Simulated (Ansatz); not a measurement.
BN (started from an entry of an open crystallographic database), relaxed with r2SCAN, was run in Ansatz under altered settings. All numbers are computed, without spin polarisation but where a row says otherwise.

```
B N
1.0
     0.00000    1.80482    1.80482
     1.80482    0.00000    1.80482
     1.80482    1.80482    0.00000
B N
1 1
Direct
  0.00000 0.00000 0.00000
  0.25000 0.25000 0.25000
```

The base run's other keys:
```yaml
kpoints:
  mp_grid: { grid: [6, 6, 6] }
hamiltonian:
  xc: hse06
scf:
  occupations: { method: fixed }
  n_extra_bands: 4
```

It takes 11 iterations with 259 plane waves at 420 eV and 16 k points, and leaves a mean stress of -4.37 GPa. The gap over this mesh is 5.795 eV. It ran on 4 threads of Arm Neoverse N1, with other jobs on the host.

Outcomes, with energy and stress as changes against the base:

| setting | outcome | ΔF (meV/atom) | Δ mean stress (GPa) | gap on the mesh (eV) | iterations | wall time |
| --- | --- | --- | --- | --- | --- | --- |
| PBE hybrid, exx coeff 0.35, omega 0.5 1/Å | converged | – | -1.6 | 5.480 | 11 | 3.4 s |
| PBE hybrid, exx coeff 0.1, omega 0.3 1/Å | converged | – | +5.6 | 4.902 | 10 | 3.3 s |
| scf.exx.ecutfock_ratio: 2 | converged | +0.1 | 0.0 | 5.795 | 11 | 3.1 s |
| PBE hybrid, exx coeff -0.2, omega 0.1 1/Å | refused | – | – | – | – | 0.04 s |
| scf.mixing.ndim: 1 | converged | 0.0 | 0.0 | 5.795 | 13 | 3.3 s |

A dash marks a value that wasn't obtained or can't be compared. Stress is positive in compression. The base took 3.4 s.

- PBE hybrid, exx coeff 0.35, omega 0.5 1/Å. That is 35 % exact exchange, screened with ω = 0.5 1/Å, against HSE06's 25 % screened at 0.208 1/Å. The mean stress moves by -1.6 GPa and the gap on the mesh by -0.315 eV (to 5.480). Totals of different functionals aren't comparable.
- PBE hybrid, exx coeff 0.1, omega 0.3 1/Å. That is 10 % exact exchange, screened with ω = 0.3 1/Å, against HSE06's 25 % screened at 0.208 1/Å. The mean stress moves by +5.6 GPa and the gap on the mesh by -0.893 eV (to 4.902). Totals of different functionals aren't comparable.
- PBE hybrid, exx coeff -0.2, omega 0.1 1/Å. It is rejected at once. Error: invalid value for `hamiltonian.xc.exx.coeff`: must be finite and in (0, 1]; got -0.2

Within 1 meV an atom, 0.1 GPa and 0.005 eV of the base stay: scf.exx.ecutfock_ratio: 2; scf.mixing.ndim: 1.

The program warns that its thresholds are loose for a hybrid's stress.

The meshes of the hybrids are coarse, so their gaps aren't converged to the digits shown.
